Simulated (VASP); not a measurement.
# Al (Fm-3m) in VASP: elastic constants with LDA

Aim: the elastic constants of Al with LDA.

All numbers are computed with VASP 6.6.1; they aren't measurements. Logs are shortened: lines on timing, memory, paths and dates and some standing lists are left out, and cuts for length are marked.

## (1) The structure

The structure is cubic, space group Fm-3m (No. 225). Conventional cell: a = 3.985 Å, b = 3.985 Å, c = 3.985 Å, α = 90.00°, β = 90.00°, γ = 90.00°. Around Al (site symmetry m-3m) lie 12 Al at 2.82 Å.

The cell was built by a generator and needn't be a form met in nature.

## (2) Elastic constants, LDA

File POSCAR:

```
Al
1.0
   -0.0000000000      1.9922551281      1.9922551281
    1.9922551281     -0.0000000000      1.9922551281
    1.9922551281      1.9922551281      0.0000000000
  Al
     1
Direct
     0.0000000000000000    0.0000000000000000    0.0000000000000000
```

File INCAR.step1:

```
PREC = Accurate
ENCUT = 600
EDIFF = 1E-8
ISMEAR = 1
SIGMA = 0.2
LREAL = F
LASPH = T
NELM = 100
ALGO = Fast
ISIF = 3
LWAVE = F
LCHARG = F
KPAR = 8
IBRION = 2
NSW = 40
EDIFFG = -0.002
```

File INCAR.step2:

```
PREC = Accurate
ENCUT = 600
EDIFF = 1E-8
ISMEAR = 1
SIGMA = 0.2
LREAL = F
LASPH = T
NELM = 100
ALGO = Fast
ISIF = 3
LWAVE = F
LCHARG = F
KPAR = 8
IBRION = 6
NFREE = 2
POTIM = 0.015
NSW = 1
```

File KPOINTS:

```
regular mesh
0
Gamma
  36 36 36
```

Potentials or basis: VASP PAW LDA potentials, release 64 (Al).

On the command line:

```sh
> cat potpaw_LDA.64/Al/POTCAR > POTCAR
> cp INCAR.step1 INCAR
> mpirun -np 8 vasp_std > vasp.out
> cp CONTCAR POSCAR
> cp INCAR.step2 INCAR
> mpirun -np 8 vasp_std > vasp.out
```

OUTCAR:

```text
PREC = Accurate
   ENCUT = 600
   EDIFF = 1E-8
   ISMEAR = 1
   LREAL = F
   LASPH = T
   NELM = 100
   ISIF = 3
   IBRION = 6
   NFREE = 2
   POTIM = 0.015
   NSW = 1

 ion  position               nearest neighbor table
   1  0.000  0.000  0.000-

  LATTYP: Found a face centered cubic cell.
 ALAT       =     3.9845102562

  Lattice vectors:

 A1 = (   0.0000000000,   1.9922551281,   1.9922551281)
 A2 = (   1.9922551281,   0.0000000000,   1.9922551281)
 A3 = (   1.9922551281,   1.9922551281,   0.0000000000)

Analysis of symmetry for initial positions (statically):
=====================================================================
 Subroutine PRICEL returns:
 Original cell was already a primitive cell.

 Routine SETGRP: Setting up the symmetry group for a
 face centered cubic supercell.

 Subroutine GETGRP returns: Found 48 space group operations
 (whereof 48 operations were pure point group operations)
 out of a pool of 48 trial point group operations.

The static configuration has the point symmetry O_h .

Analysis of symmetry for dynamics (positions and initial velocities):
=====================================================================
 Subroutine PRICEL returns:
 Original cell was already a primitive cell.

 Routine SETGRP: Setting up the symmetry group for a
 face centered cubic supercell.

 Subroutine GETGRP returns: Found 48 space group operations
 (whereof 48 operations were pure point group operations)
 out of a pool of 48 trial point group operations.

The dynamic configuration has the point symmetry O_h .

 Subroutine INISYM returns: Found 48 space group operations
 (whereof 48 operations are pure point group operations),
 and found     1 'primitive' translations

----------------------------------------------------------------------------------------

                                     Primitive cell

  volume of cell :      15.8148

  direct lattice vectors                    reciprocal lattice vectors
     0.000000000  1.992255128  1.992255128    -0.250971873  0.250971873  0.250971873
     1.992255128  0.000000000  1.992255128     0.250971873 -0.250971873  0.250971873
     1.992255128  1.992255128  0.000000000     0.250971873  0.250971873 -0.250971873

  length of vectors
     2.817474222  2.817474222  2.817474222     0.434696034  0.434696034  0.434696034

  position of ions in fractional coordinates (direct lattice)
     0.000000000  0.000000000  0.000000000

  ion indices of the primitive-cell ions
   primitive index   ion index
                 1           1

----------------------------------------------------------------------------------------

 KPOINTS: regular mesh

Automatic generation of k-mesh.
 Grid dimensions read from file:
 generate k-points for:   36   36   36

 Generating k-lattice:

  Cartesian coordinates                     Fractional coordinates (reciprocal lattice)
    -0.006971441  0.006971441  0.006971441     0.027777778  0.000000000  0.000000000
     0.006971441 -0.006971441  0.006971441     0.000000000  0.027777778  0.000000000
     0.006971441  0.006971441 -0.006971441     0.000000000  0.000000000  0.027777778

  Length of vectors
     0.012074890  0.012074890  0.012074890

  Shift w.r.t. Gamma in fractional coordinates (k-lattice)
     0.000000000  0.000000000  0.000000000

 Subroutine IBZKPT returns following result:
 ===========================================

 Found   1240 irreducible k-points:

 Following reciprocal coordinates:
            Coordinates               Weight
  0.000000  0.000000  0.000000      1.000000
  0.027778  0.000000  0.000000      8.000000
  0.055556  0.000000  0.000000      8.000000
  0.083333  0.000000  0.000000      8.000000
  0.111111  0.000000  0.000000      8.000000
  0.138889  0.000000  0.000000      8.000000
[... 16 lines left out ...]
  0.111111  0.027778  0.000000     24.000000
  0.138889  0.027778  0.000000     24.000000
 [... further k-points ...]
   k-points           NKPTS =   1240   k-points in BZ     NKDIM =   1240   number of bands    NBANDS=      5
   number of dos      NEDOS =    301   number of ions     NIONS =      1
   total plane-waves  NPLWV =  13824
   dimension x,y,z NGX =    24 NGY =   24 NGZ =   24
[... 23 lines left out ...]
   TEBEG  =    0.0;   TEEND  =   0.0 temperature during run
   PSTRESS=    0.0 pullay stress
   NELECT =       3.0000    total number of electrons
   NUPDOWN=      -1.0000    fix difference up-down
   EMIN   =  10.00;   EMAX   =-10.00  energy-range for DOS
   EFERMI =   0.00;   METHOD = LEGACY
   ISMEAR =     1;   SIGMA  =   0.20  broadening in eV -4-tet -1-fermi 0-gaus
   EFERMI_NEDOS =   21; number of points for ismear=-14 and -15
   IALGO  =     68    algorithm
   IMIX   =      4    mixing-type and parameters
     AMIX     =   0.40;   BMIX     =  1.00
     AMIX_MAG =   1.60;   BMIX_MAG =  1.00
  volume/ion in A,a.u.               =      15.81       106.72
  Fermi-wavevector in a.u.,A,eV,Ry     =   0.940648  1.777566 12.038679  0.884818
  Thomas-Fermi vector in A             =   2.068080
   LORBIT       =      0    0 simple, 1 ext, 2 COOP (PROOUT), +10 PAW based schemes
   GGA     = CA    functional components
   LHFCALC =     F    Hartree Fock is set to
   AEXX    =    0.0000 exact exchange contribution
   IVDW    =     0    specifies the selected vdW correction
   LEPSILON=     F    determine dielectric tensor
   LRPA    =     F    only Hartree local field effects (RPA)
 finite differences with symmetry
 non-spin polarized calculation
 RMM-DIIS sequential band-by-band and
 Methfessel and Paxton  Order N= 1 SIGMA  =   0.20
  energy-cutoff  :      600.00
  volume of cell :       15.81
 maximum number of plane-waves:       544
   NGX = 11   NGY = 11   NGZ = 11

--------------------------------------- Ionic step        1  -------------------------------------------

 number of electron       3.0000000 magnetization

 Free energy of the ion-electron system (eV)
  ---------------------------------------------------
  ext. energy  EPLUGINS =         0.00000000
  ---------------------------------------------------
  free energy    TOTEN  =        -4.19214763 eV

  energy without entropy =       -4.19226252  energy(sigma->0) =       -4.19218592

------------------------ aborting loop because EDIFF is reached ----------------------------------------

  FORCE on cell =-STRESS in cart. coord.  units (eV):
  Direction    XX          YY          ZZ          XY          YZ          ZX
  --------------------------------------------------------------------------------------
  -------------------------------------------------------------------------------------
  Total        0.0002338      0.0002338      0.0002338      0.0000000     -0.0000000     -0.0000000
  in kB        0.0236854      0.0236854      0.0236854      0.0000000     -0.0000000     -0.0000000
  external PRESSURE =       0.0236854 kB  Pullay stress =       0.0000000 kB
[... 86 lines left out ...]
  FREE ENERGIE OF THE ION-ELECTRON SYSTEM (eV)
  ---------------------------------------------------
  free  energy   TOTEN  =        -4.1906993995 eV

  energy  without entropy=       -4.1908274140  energy(sigma->0) =       -4.19074207

[... ionic steps 4 to 12 ...]

--------------------------------------- Ionic step       13  -------------------------------------------

 number of electron       3.0000000 magnetization

------------------------ aborting loop because EDIFF is reached ----------------------------------------
[... 65 lines left out ...]
--------------------------------------- Ionic step       15  -------------------------------------------

 number of electron       3.0000000 magnetization

 Free energy of the ion-electron system (eV)
  ---------------------------------------------------
  ext. energy  EPLUGINS =         0.00000000
  ---------------------------------------------------
  free energy    TOTEN  =        -4.19214767 eV

  energy without entropy =       -4.19226255  energy(sigma->0) =       -4.19218596

 E-fermi :   8.2446     XC(G=0): -10.5015

 val. band max:        8.2372631326   @ k =   0.5000   0.2500   0.1111
 cond. band min:       8.2466257125   @ k =   0.4444   0.1944   0.0278
 fundamental gap:      0.0093625799
 Fermi energy:         8.2445677103

 k-point     1 :       0.0000    0.0000    0.0000
  band No.  band energies     occupation
      1      -3.1570      2.00000
      2      21.0410      0.00000
      3      21.0412      0.00000
      4      21.0413      0.00000
      5      22.6907      0.00000
[... 177 lines left out ...]
 k-point    24 :       0.1389    0.0278    0.0000
  band No.  band energies     occupation
      1      -2.6699      2.00000
      2      16.5317      0.00000
      3      19.5480      0.00000
      4      20.3895      0.00000
      5      23.5088      0.00000

 [... further k-points ...]

------------------------ aborting loop because EDIFF is reached ----------------------------------------

  FORCE on cell =-STRESS in cart. coord.  units (eV):
  Direction    XX          YY          ZZ          XY          YZ          ZX
  --------------------------------------------------------------------------------------
  -------------------------------------------------------------------------------------
  Total        0.0002003      0.0002003      0.0002003     -0.0000000      0.0000000     -0.0000000
  in kB        0.0202942      0.0202942      0.0202942     -0.0000000      0.0000000     -0.0000000
  external PRESSURE =       0.0202942 kB  Pullay stress =       0.0000000 kB
[... 16 lines left out ...]
  FREE ENERGIE OF THE ION-ELECTRON SYSTEM (eV)
  ---------------------------------------------------
  free  energy   TOTEN  =        -4.1921476660 eV

  energy  without entropy=       -4.1922625522  energy(sigma->0) =       -4.19218596

 INTERNAL STRAIN TENSORS FROM STRAINED CELLS
 ============================================

 INTERNAL STRAIN TENSOR FOR ION    1 for displacements in x,y,z  (eV/Angst):
          X           Y           Z          XY          YZ          ZX
  --------------------------------------------------------------------------------
  x     0.00000     0.00000     0.00000    -0.00000    -0.00000     0.00000
  y    -0.00000    -0.00000     0.00000     0.00000    -0.00000     0.00000
  z     0.00000    -0.00000    -0.00000     0.00000     0.00000     0.00000

 INTERNAL STRAIN TENSORS FROM DISPLACED ATOMS
 ============================================

 INTERNAL STRAIN TENSOR FOR ION    1 for displacements in x,y,z  (eV/Angst):
          X           Y           Z          XY          YZ          ZX
  --------------------------------------------------------------------------------
  x     0.00000     0.00000     0.00000     0.00000     0.00000     0.00000
  y     0.00000     0.00000     0.00000     0.00000     0.00000     0.00000
  z     0.00000     0.00000     0.00000     0.00000     0.00000     0.00000

 Eigenvectors and eigenvalues of the dynamical matrix
 ----------------------------------------------------

   1 f/i=    0.000000 THz     0.000000 2PiTHz    0.000000 cm-1     0.000000 meV
             X         Y         Z           dx          dy          dz
      0.000000  0.000000  0.000000     1.000000    0.000000    0.000000

   2 f/i=    0.000000 THz     0.000000 2PiTHz    0.000000 cm-1     0.000000 meV
             X         Y         Z           dx          dy          dz
      0.000000  0.000000  0.000000     0.000000    1.000000    0.000000

   3 f/i=    0.000000 THz     0.000000 2PiTHz    0.000000 cm-1     0.000000 meV
             X         Y         Z           dx          dy          dz
      0.000000  0.000000  0.000000     0.000000    0.000000    1.000000

--------------------------------------------------------------------------------------------------------

 ELASTIC MODULI CONTR FROM IONIC RELAXATION (kBar)
 Direction    XX          YY          ZZ          XY          YZ          ZX
 --------------------------------------------------------------------------------
 XX           0.0000      0.0000      0.0000      0.0000      0.0000      0.0000
 YY           0.0000      0.0000      0.0000      0.0000      0.0000      0.0000
 ZZ           0.0000      0.0000      0.0000      0.0000      0.0000      0.0000
 XY           0.0000      0.0000      0.0000      0.0000      0.0000      0.0000
 YZ           0.0000      0.0000      0.0000      0.0000      0.0000      0.0000
 ZX           0.0000      0.0000      0.0000      0.0000      0.0000      0.0000
 --------------------------------------------------------------------------------

 TOTAL ELASTIC MODULI (kBar)
 Direction    XX          YY          ZZ          XY          YZ          ZX
 --------------------------------------------------------------------------------
 XX        1274.8121    631.8404    631.8404      0.0000      0.0000     -0.0000
 YY         631.8404   1274.8121    631.8404      0.0000      0.0000     -0.0000
 ZZ         631.8404    631.8404   1274.8121     -0.0000     -0.0000     -0.0000
 XY           0.0000      0.0000     -0.0000    426.3145      0.0000      0.0000
 YZ           0.0000      0.0000     -0.0000      0.0000    426.3145      0.0000
 ZX          -0.0000     -0.0000     -0.0000      0.0000      0.0000    426.3145
 --------------------------------------------------------------------------------
```

Run time: 7.7 min. Hardware: 8 MPI ranks of AMD EPYC 9R45 (Zen 5), shared host; peak memory 2 GiB.

Results:

| Item | Value |
| --- | --- |
| Elastic constants C11, C12, C44 | 127, 63, 43 GPa |
| Voigt bulk modulus | 85 GPa |

Elastic tensor in Voigt notation (GPa, in the Cartesian axes of the cell as first typed):
```
127  63  63   0   0   0
 63 127  63   0   0   0
 63  63 127   0   0   0
  0   0   0  43   0   0
  0   0   0   0  43   0
  0   0   0   0   0  43
```

Clamped-ion elastic tensor (GPa):
```
127  63  63   0   0   0
 63 127  63   0   0   0
 63  63 127   0   0   0
  0   0   0  43   0   0
  0   0   0   0  43   0
  0   0   0   0   0  43
```
